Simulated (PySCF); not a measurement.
Compound: C3H4N2.
SMILES with atom numbers: `[cH:1]1[cH:2][nH:3][cH:4][n:5]1`

Structure used (PBE0-D3(BJ)/def2-TZVP), in Å, numbered top down from 1:
```xyz
9
C3H4N2 angstrom
C     -0.5654   -0.4522   -0.9960
C     -0.9468    0.2799    0.0918
N      0.1954    0.4451    0.8283
C      1.1980   -0.1837    0.1671
N      0.7720   -0.7349   -0.9387
H     -1.1797   -0.7900   -1.8159
H     -1.8955    0.6858    0.4005
H      0.2729    0.9377    1.7001
H      2.2123   -0.2049    0.5362
```

Probes without a nucleus sit at each ring's centroid and 1 Å off its mean plane on both sides; NICS is minus the shielding there, NICSzz its component along the normal. Level: GIAO B97-2/pcSseg-2 (PySCF, non-relativistic, gas phase) on the PBE0-D3(BJ)/def2-TZVP geometry, one conformer.

Ring bond lengths (Å): C1–C2 1.366, C2–N3 1.369, N3–C4 1.356, C4–N5 1.307, N5–C1 1.368.

Q: Give the NICS values of each ring in ppm.

A: 
```json
{"ring": "C1–C2–N3–C4–N5", "type": "5-membered ring with 2 N; formal bonds all aromatic", "NICS(0)": "-13.6", "NICS(1), two faces": "-10.7 / -10.7", "NICS(1)zz, two faces": "-33.0 / -33.0", "rms pucker (Å)": "0.00", "centre to ring atoms, mean (Å)": "1.15"}
```

Q: What do they say, and how far can they be read as aromaticity?

A: 
- C1–C2–N3–C4–N5: mean NICS(1)zz -33.0 ppm, shielded. The ring is flat and has no four-coordinate atom; by the NICS criterion it is aromatic.

Q: How equal are the bonds by HOMA? HOMA = 1 − mean of α(R − Ropt)² over the ring bonds, with Krygowski's 1993 parameters (CC: Ropt 1.388 Å, α 257.7 Å⁻²; CN: Ropt 1.334 Å, α 93.52 Å⁻²).

A: 
- C1–C2–N3–C4–N5: HOMA 0.91; the largest term is that of C1–C2, α(R − Ropt)² = 0.13. The geometric and the magnetic index point the same way.

Q: At the first NICS(1) probe listed for ring C1–C2–N3–C4–N5, 1 Å off the ring, what do the in-plane components average?

A: The isotropic value is a third of the trace: (3 × -10.7 − (-33.0))/2 = 0.5 ppm.

Q: What are the shieldings of the ring atoms and their hydrogens in the same run (means over atoms taken as equivalent)?

A: 
| atoms | environment | σ isotropic (ppm) | principal values of the symmetric part, first atom (ppm) |
| --- | --- | --- | --- |
| C1 | aromatic CH next to a ring nitrogen | 48.3 | -33.2, 47.4, 130.7 |
| C2 | aromatic CH next to a ring nitrogen | 67.0 | -16.1, 70.5, 146.7 |
| N3 | pyrrole-type nitrogen | 88.3 | -18.6, 106.5, 177.2 |
| C4 | aromatic CH next to a ring nitrogen | 46.9 | -28.1, 53.4, 115.4 |
| N5 | pyridine-type nitrogen | -37.5 | -255.0, -108.8, 251.3 |
| H6 | aromatic hydrogen | 24.22 | 21.8, 24.4, 26.5 |
| H7 | aromatic hydrogen | 24.56 | 22.4, 25.4, 25.9 |
| H8 | N–H hydrogen | 23.07 | 18.4, 23.1, 27.8 |
| H9 | aromatic hydrogen | 24.05 | 20.7, 24.8, 26.7 |

Q: How do the values depend on the level or the medium?

A: 
```csv
level,"NICS(0), C1–C2–N3–C4–N5","mean NICS(1)zz, C1–C2–N3–C4–N5"
"B97-2/pcSseg-2, gas",-13.6,-33.0
"KT3/pcSseg-2, gas",-14.2,-33.1
"PBE0/pcSseg-2, gas",-13.4,-33.2
"wB97X-D/pcSseg-2, gas",-13.0,-32.8
"WP04/pcSseg-2, IEF-PCM chloroform",-13.3,-31.4
"wB97X-D/pcSseg-2, IEF-PCM chloroform",-12.7,-32.9
```

The geometry is the same throughout; the continuum's cavity takes Bondi-type radii × 1.2.
